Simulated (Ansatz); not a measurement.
# InSe (C2/m): band structure

A script is to give a band structure; the system is InSe (C2/m).

Program: the Python package of Ansatz 0.2.0. Level of theory: DFT PBEsol, plane waves, PAW. These are calculated values, not measurements.

### 1 The structure

Symmetry: C2/m, No. 12, monoclinic system. The conventional cell has a = 11.736 Å, b = 4.110 Å, c = 4.610 Å, α = 90.00°, β = 110.30°, γ = 90.00°. In (site symmetry m) has 3 Se at 2.58 to 2.78 Å and 1 In at 2.74 Å as nearest neighbours. Se (site symmetry m) is surrounded by 3 In at 2.58 to 2.78 Å.

The script reads inse.vasp:

```text
InSe
1.0
   5.86790313   -2.05500000    0.00000000
   5.86790313    2.05500000    0.00000000
  -1.59941497    0.00000000    4.32365259
In Se
2 2
Direct
   0.88400000    0.88400000    0.00500000
   0.11600000    0.11600000    0.99500000
   0.66000000    0.66000000    0.64200000
   0.34000000    0.34000000    0.35800000
```

### 2 Script

Contents of bands_inse.py:

```python
# -*- coding: utf-8 -*-
"""Band structure of InSe."""

from dataclasses import dataclass
from pathlib import Path

import ansatz
from ase.io import read
import matplotlib.pyplot as plt
import numpy as np


@dataclass(frozen=True)
class Settings:
    tolerance: float = 1e-10
    filling: str = "Fixed"
    mesh: tuple[int, ...] = (6, 6, 6)
    functional: str = "pbesol"
    extra_bands: int = 8


cfg = Settings()

atoms = read("inse.vasp", format="vasp")
inse = ansatz.Crystal.from_ase(atoms)

# high-symmetry points in fractions of the reciprocal vectors
path = [
    ("C_2", (-0.71514, -0.28486, 0.0)),
    ("Y_2", (-0.5, -0.5, 0.0)),
    ("G", (0.0, 0.0, 0.0)),
    ("M_2", (-0.5, -0.5, 0.5)),
    ("D", (-0.74593, -0.25407, 0.5)),
]
calculation = (
    inse.calculation()
    .scf(tolerance=cfg.tolerance)
    .occupations(cfg.filling)
    .basis(35 * ansatz.Ry)
    .kpoints(*cfg.mesh, center="gamma")
    .functional(cfg.functional)
    .band_structure([point for _, point in path], intervals=10)
    .scf(extra_bands=cfg.extra_bands)
    .density()
    .potential()
    .electron_localization_function()
    .output_files(volumetric_format="npy")
)
def show(event):
    row = event["data"]
    if event["event"] == "scf_iter" and row.get("harris_foulkes_ev") is not None:
        print(f"  iteration {row['iter']:3d}  Harris-Foulkes {row['harris_foulkes_ev']:.5f} eV  residual {row['dr2_ev']:.2e}")


res = calculation.session().plan().execute(on_event=show)
data = res.report

energy = data["free_energy_ev"]
print("F of the InSe cell: {:.6f} eV = {:.6f} Ry = {:.6f} Ha".format(energy, energy / 13.605693, energy / 27.211386))
print("Fermi level {:.4f} eV, {} k-points, {} symmetry operations".format(data["fermi_energy_ev"], data["n_kpoints"], data["n_symmetry_ops"]))

folder = Path(res.write_results("fields"))
print("densities in e/A^3, potentials in eV, ELF without unit")
for name in sorted(p.name for p in folder.glob("*.npy")):
    field = np.load(folder / name)
    print(f"{name:16s} {str(field.shape):16s} min {field.min():10.4f}  mean {field.mean():10.4f}  max {field.max():10.4f}")

bands = res.band_structure()
fermi = bands.fermi_energy_ev
print(f"zero of the bands: {fermi:.3f} eV, the Fermi level found on the SCF mesh")
reciprocal = 2 * np.pi * np.linalg.inv(res.lattice.cell_ang).T
steps = np.linalg.norm(np.diff(bands.kpoints_frac @ reciprocal, axis=0), axis=1)
distance = np.concatenate([[0], np.cumsum(steps)])
fig, ax = plt.subplots(figsize=(5, 4))
for channel, colour in zip(bands.channels, ("C0", "C3")):
    ax.plot(distance, channel.eigenvalues_ev - fermi, colour, lw=1)
ax.set_xticks(distance[::10], [label for label, _ in path])
ax.set(ylim=(-8, 8), ylabel="E - E_F (eV)", xlim=(0, distance[-1]))
ax.grid(axis="x")
fig.savefig("bands.png", dpi=100)
first = bands.channels[0].eigenvalues_ev - fermi
near = np.argsort(np.abs(first.mean(axis=0)))[:4]
for band in sorted(near):
    print(f"band {band + 1}: {first[:, band].min():.3f} to {first[:, band].max():.3f} eV")
```

### 3 Launch

Command:

```console
> python bands_inse.py
```

Output:

```text
  iteration   1  Harris-Foulkes -21901.02499 eV  residual 1.84e-02
  iteration   2  Harris-Foulkes -21901.01772 eV  residual 2.47e-03
  iteration   3  Harris-Foulkes -21901.01723 eV  residual 2.12e-04
  iteration   4  Harris-Foulkes -21901.01725 eV  residual 3.14e-05
  iteration   5  Harris-Foulkes -21901.01726 eV  residual 1.09e-06
  iteration   6  Harris-Foulkes -21901.01726 eV  residual 8.66e-08
  iteration   7  Harris-Foulkes -21901.01726 eV  residual 1.26e-08
  iteration   8  Harris-Foulkes -21901.01726 eV  residual 4.85e-10
  iteration   9  Harris-Foulkes -21901.01726 eV  residual 2.95e-11
F of the InSe cell: -21901.017263 eV = -1609.695093 Ry = -804.847547 Ha
Fermi level 8.3005 eV, 68 k-points, 4 symmetry operations
densities in e/A^3, potentials in eV, ELF without unit
elf.npy          (45, 45, 36)     min     0.0002  mean     0.3076  max     0.8571
rho.npy          (45, 45, 36)     min     0.0211  mean     0.5562  max    43.5199
v_es.npy         (45, 45, 36)     min   -36.1425  mean     5.6793  max    12.7996
v_tot.npy        (45, 45, 36)     min   -66.1529  mean    -4.1573  max     7.4528
zero of the bands: 8.301 eV, the Fermi level found on the SCF mesh
band 27: -2.344 to -1.146 eV
band 28: -2.247 to -0.566 eV
band 29: -1.229 to 0.032 eV
band 30: 0.908 to 2.814 eV
```

It took 10 s on 1 thread of Intel Xeon 6975P-C (Granite Rapids), shared host; peak memory 0.67 GiB.

### 4 What the engine kept of the run

From the engine's report, whether the script printed it or not:

```csv
item,value
SCF cycles in all,9
k-points solved,68
plane waves,2453
bands,37
valence electrons,58
free energy (eV),-21901.01726
Fermi level (eV),8.301
"lowest empty less highest filled level on the mesh, by band count (eV)",1.050
```

### 5 Bands along the path

The run's results hold a band table, bands.tsv.

From bands.tsv, the levels nearest the gap at the path's corners, in eV from the valence-band top:

```tsv
point	band 26	band 27	band 28	band 29	band 30	band 31	band 32	band 33
C2	-2.22	-1.73	-1.30	-1.14	2.14	2.43	3.43	3.59
Y2	-2.60	-1.18	-0.60	-0.37	1.02	2.84	2.99	4.42
Γ	-2.78	-2.27	-1.75	-1.12	2.78	3.46	4.32	4.61
M2	-1.42	-1.38	-1.37	-0.52	2.32	2.96	3.20	3.84
D	-3.76	-2.34	-2.28	-1.26	1.12	3.52	3.65	5.78
```

Highest filled and lowest empty level along the path:

```
distance (1/Å)  highest filled (eV)  lowest empty (eV)
          0.00                -1.14               2.14
          0.26                -0.79               2.18
          0.53                -0.42               1.23
          0.77                -0.59               0.88
          1.00                -0.91               1.84
          1.23                -1.12               2.78
          1.53                -0.57               1.80
          1.83                -0.30               1.83
          2.13                -0.25               2.13
          2.43                -0.94               1.11
          2.73                -1.26               1.12
```

### 6 Fields in real space

The maps below are laid out on this run's own conventional cell (a, b, c = 11.736, 4.110, 4.610 Å).

Density in a lattice plane of the grid's cell (edges 11.74 and 4.61 Å, at 0.000 of the third edge), which holds In and Se.

Ten even steps from ' ' (0.02 e/Å³) to '@' (38.81 e/Å³):
```
    ..                                          
                                ..              
                              --@@              
                                                
                @@--                            
                ..                              
                                            ..  
    ..--                                  --..  
```
Columns run along the first of these edges and rows up along the second, over one cell in 24 and 8 even steps from the bottom left corner. Atoms in the plane (fractional): In at (0.88, 0.01), In at (0.12, 1.00), Se at (0.66, 0.64), Se at (0.34, 0.36).

ELF in the same plane.

Ten even steps from ' ' (0.00) to '@' (0.83):
```
++--....--..              ..==%%%%%%##::::..--==
==::::::..      ..----..  --%%@@**%%@@==::::--++
........      ==@@@@@@==  ++@@++..%%@@==..      
            ++@@@@@@@@**  **@@@@@@@@++          
..      ..==@@%%..++@@++  ==@@@@@@==      ......
==++--::::==@@%%**@@%%--  ..----..      ..::::::
++==--..::::##%%%%%%==..              ..--....--
**--    ..::------::..      ..::------::..    --
```
Columns run along the first of these edges and rows up along the second, over one cell in 24 and 8 even steps from the bottom left corner. Atoms in the plane (fractional): In at (0.88, 0.01), In at (0.12, 1.00), Se at (0.66, 0.64), Se at (0.34, 0.36).

Both are smooth fields of the valence electrons: close to the nuclei they are not physical.

Outside the cores ELF peaks at 0.85 beside Se, off the lines to its neighbours, 1.0 Å from Se; 0.81 on the Se–In line, 0.9 Å from Se; 0.79 in the shell around Se, 0.8 Å from Se.

### 7 Results

```
                       quantity                                             value
                    free energy               -21901.0173 eV (-5475.2543 eV/atom)
                gap on the path                                 0.88 eV, indirect
valence top / conduction bottom               between Γ and M2 / between Y2 and Γ
  highest ELF outside the cores  0.85, beside Se, off the lines to its neighbours
```

**Reading.** The path gives a gap of 0.88 eV, indirect (valence top between Γ and M2, conduction bottom between Y2 and Γ); points off the path could narrow it. Gaps at this rung are as a rule too small against experiment. Notes:
- An absolute Fermi energy rests on an arbitrary zero of the periodic potential and has no direct meaning.
- Grid values close to the nuclei reflect the PAW or pseudopotential construction, not the all-electron fields.
- Levels are Kohn-Sham eigenvalues on this mesh, without spin-orbit coupling.
